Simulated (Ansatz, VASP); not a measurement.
## One calculation of Sb, two programs

File INCAR:

```
SYSTEM = Sb
  ALGO = Normal
  EDIFF = 1E-6
  ENCUT = 520
  GGA = PE
  ISIF = 2
  ISMEAR = -1
  LASPH = .True.
  LCHARG = .True.
  LELF = .True.
  LREAL = .False.
  LVHAR = .True.
  LWAVE = .False.
  NBANDS = 18
  NELM = 60
  PREC = Accurate
  SIGMA = 0.05
```

KPOINTS

```
k-points
0
Gamma
  7 7 7
  0 0 0
```

The input POSCAR:

```
Sb
1.0
   -4.0567002343      4.0567002343      2.0389009140
    4.0567002343     -4.0567002343      2.0389009140
    4.0567002343      4.0567002343     -2.0389009140
Sb
4
Direct
    0.6512630600      0.1512630600      0.8025261200
    0.1512630600      0.3487369400      0.5000000000
    0.3487369400      0.8487369400      0.1974738800
    0.8487369400      0.6512630600      0.5000000000
```

The input input.yaml:

```yaml
crystal:
  lattice:
    - [-4.0567002343, 4.0567002343, 2.038900914]
    - [4.0567002343, -4.0567002343, 2.038900914]
    - [4.0567002343, 4.0567002343, -2.038900914]
  atoms:
    - { symbol: Sb, position: [0.65126306, 0.15126306, 0.80252612] }
    - { symbol: Sb, position: [0.15126306, 0.34873694, 0.5] }
    - { symbol: Sb, position: [0.34873694, 0.84873694, 0.19747388] }
    - { symbol: Sb, position: [0.84873694, 0.65126306, 0.5] }
hamiltonian:
  xc: pbe
  pseudopotentials: { kind: paw }
kpoints:
  mp_grid: { grid: [7, 7, 7] }
scf:
  occupations: { method: fermi_dirac, width: 0.05 }
output:
  forces: true
  stress: true
  eigenvalues: true
  write_density: true
  write_potential: true
  elf: true
  volumetric_format: npy
```

This isn't the form of Sb at room conditions, which is rhombohedral.

Alike in both runs: task single point; functional PBE; k mesh 7 × 7 × 7; occupations fermi-dirac, width 0.05 eV; no spin polarisation.

|  | VASP | Ansatz |
| --- | --- | --- |
| version | VASP 6.6.1 | Ansatz 0.2.0 |
| potentials or method | VASP PAW PBE potentials, release 64 (Sb) | Ansatz PAW |
| plane-wave cutoff (eV) | 520 | 420 |
| valence electrons in the cell | 20 | 60 |

|  | VASP | Ansatz | Ansatz less VASP |
| --- | --- | --- | --- |
| gap on the k mesh at the Fermi level (eV) | none | none | - |
| pressure (GPa) | 0.5 | 0.6 | +0.05 |
| largest component of the traceless stress (GPa) | 0.19 | 0.19 | -0.002 |
| rms of the force components (eV/Å) | 0.019 | 0.013 | -0.0060 |

Atom by atom the forces differ by 0.006 eV/Å (rms over components). A gap of «none» marks a metal or a gap that the smearing closes. The functional is the same, so the differences come from potentials, cutoffs and numerics. The two sets of potentials don't hold the same shells in valence.

The runs have no spin-orbit coupling, so splittings on Sb are missing.
